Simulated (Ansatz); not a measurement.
Input and command of a plane-wave DFT calculation in Ansatz:

```yaml
crystal:
  lattice:
    - [2.6312174989, 0.0, 0.0]
    - [-1.3156087494, 2.2787011969, 0.0]
    - [0.0, 0.0, 4.2878822532]
  atoms:
    - { symbol: B, position: [0.6666666667, 0.3333333333, 0.9998058547] }
    - { symbol: B, position: [0.3333333333, 0.6666666667, 0.4998058547] }
    - { symbol: "N", position: [0.6666666667, 0.3333333333, 0.6251941453] }
    - { symbol: "N", position: [0.3333333333, 0.6666666667, 0.1251941453] }
basis:
  ecutwfc: 420
kpoints:
  mp_grid: { grid: [12, 12, 6] }
hamiltonian:
  xc: pbe
scf:
  occupations: { method: gaussian, width: 0.05 }
output:
  forces: true
  stress: true
  eigenvalues: true
```

```bash
ansatz run input.yaml --threads 2 --pin off --max-ram 5120MiB --backend cpu --events-out ev --progress --plain --runs-dir out
```

Processor: Intel(R) Xeon(R) Platinum 8259CL CPU @ 2.50GHz (Skylake/Cascade Lake), 2 threads, on a host shared with other jobs.

**Question.** Estimate time, memory and problem size.

**Answer.** About 1.7 s on 2 threads of Intel(R) Xeon(R) Platinum 8259CL CPU @ 2.50GHz (Skylake/Cascade Lake) (shared host), peak memory 0.36 GiB. It solves 12 bands at 76 k points (the mesh reduced by symmetry) with about 525 plane waves, in 6 SCF iterations.
